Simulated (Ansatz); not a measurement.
Yb: electron localisation function with RPBE+D3(BJ)+U

Crystal: Yb.

```
CELL_PARAMETERS angstrom
0.00000 2.66791 2.66791
2.66791 0.00000 2.66791
2.66791 2.66791 0.00000
ATOMIC_POSITIONS crystal
Yb 0.00000 0.00000 0.00000
```

The cell isn't the ideal one: volume scaled by 0.92.

* Program: Ansatz 0.2.0
* Task: electron localisation function
* Functional: RPBE
* Dispersion: D3(BJ)
* Potentials or basis: Ansatz PAW earlier set
* Cutoff: 900 eV
* Density cutoff: 7200 eV
* k mesh: 8 × 8 × 8
* Occupations: tetrahedron
* Spin: collinear spin, ferromagnetic start
* Starting moments: [1.0] μB
* Hubbard terms: Yb f U = 4.0 eV
* Hubbard projectors: ortho-atomic
* Double counting: fll (the default)

```
Pressure               : -12.0 GPa
Band gap on the k mesh : 0.06 eV, indirect (least direct gap 0.44 eV)
Net moment             : 0.00 μB per cell
Absolute moment        : 0.00 μB per cell
```

Levels at points of the mesh, in eV from the valence-band top:
Spin up:
| k point | band 9 | band 10 | band 11 | band 12 | band 13 | band 14 | band 15 | band 16 |
| --- | --- | --- | --- | --- | --- | --- | --- | --- |
| (0.00, 0.00, 0.00) | -1.39 | -1.30 | -1.30 | -1.30 | 3.04 | 3.04 | 3.04 | 5.12 |
| (0.00, 0.00, -0.50) | -1.36 | -1.31 | -1.31 | -1.29 | 0.23 | 2.81 | 2.81 | 6.62 |
| (0.00, -0.50, -0.50) | -1.32 | -1.32 | -1.31 | -1.06 | 0.31 | 1.58 | 6.64 | 7.08 |
Spin down:
| k point | band 8 | band 9 | band 10 | band 11 | band 12 | band 13 | band 14 | band 15 | band 16 | band 17 |
| --- | --- | --- | --- | --- | --- | --- | --- | --- | --- | --- |
| (0.00, 0.00, 0.00) | -1.39 | -1.39 | -1.30 | -1.30 | -1.30 | 3.04 | 3.04 | 3.04 | 5.12 | 5.12 |
| (0.00, 0.00, -0.50) | -1.41 | -1.36 | -1.31 | -1.31 | -1.29 | 0.23 | 2.81 | 2.81 | 6.62 | 6.62 |
| (0.00, -0.50, -0.50) | -1.38 | -1.32 | -1.32 | -1.31 | -1.06 | 0.31 | 1.58 | 6.64 | 7.08 | 7.08 |

Eigenvalues of the final occupation matrices:
```csv
site,spin,trace,eigenvalues
site 1,1,6.96,0.99 0.99 0.99 0.99 1.00 1.00 1.00
site 1,2,6.96,0.99 0.99 0.99 0.99 1.00 1.00 1.00
```

It took 13 s on 1 thread of Arm Neoverse V1 (shared host), peak memory 0.56 GiB.

Caveat: the magnetic or orbital state may not be the lowest; spin-orbit coupling is left out, which moves the levels of the heavy elements; the PAW data sets come from PBE, with cores solved anew for the run's functional, which leaves a small shift of forces and pressure; with tetrahedron occupations forces and stress needn't match the slope of the energy; the starting moments weren't kept. A k mesh can miss the band edges.
